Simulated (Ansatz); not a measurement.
NaBr (rock salt) is sheared across one {100} plane: the third cell vector gains the shift, so faults repeat every 8.9 Å. The cut lies between planes 2.97 Å apart; the cell height is held.

```
CELL_PARAMETERS angstrom
      4.20558     0.00000     0.00000
      0.00000     4.20558     0.00000
      2.10279     2.10279     8.92138
ATOMIC_POSITIONS crystal
  Br 0.00000 0.00000 0.83333
  Br 0.33333 0.33333 0.16667
  Br 0.66667 0.66667 0.50000
  Na 0.50000 0.50000 0.83333
  Na 0.83333 0.83333 0.16667
  Na 0.16667 0.16667 0.50000
```

In-plane vectors a = (4.206, 0.000) Å, b = (0.000, 4.206) Å, area 17.69 Å². The shift is s times the vector a + b (length 5.948 Å), so s = 1 restores the start. Atoms relax along the normal only. γ = [E(shift) − E(0)] / area.

Computed with r2SCAN (plane waves to 500 eV, PAW, scalar-relativistic; Ansatz, a program for electronic structure). k mesh 7×7×7 (Γ-centred), Fermi-Dirac smearing 0.05 eV. E is the zero-smearing estimate. Faults lie only 8.9 Å apart, and holding the cell height raises γ above its relaxed value. NaBr was relaxed with its symmetry unable to fall. γ is measured from zero shift.

| s | γ (mJ/m²) |
|---|---|
| 0.000 | 0 |
| 0.083 | 42 |
| 0.167 | withheld |
| 0.250 | 367 |
| 0.333 | 544 |
| 0.417 | 665 |
| 0.500 | 708 |
| 0.583 | 665 |
| 0.667 | 544 |
| 0.750 | 367 |
| 0.833 | withheld |
| 0.917 | 42 |

**Question.** Fit a Fourier form (three harmonics of 1 − cos and sin) to the given rows and predict γ at s = 0.833.

**Answer.** Least squares on the 10 given rows: γ = (358.0)·[1 − cos(2πs)] + (5.8)·[1 − cos(4πs)] + (-5.1)·[1 − cos(6πs)], in mJ/m²; root-mean-square residual 2.3 mJ/m². At 0.833 the fit gives 178 mJ/m²; the calculation gives 175 mJ/m², so the interpolation is off by 3 (+1.7 %). 

(The slope of γ gives the shear force per area between the displaced halves; near zero shift its curvature is an elastic stiffness.)
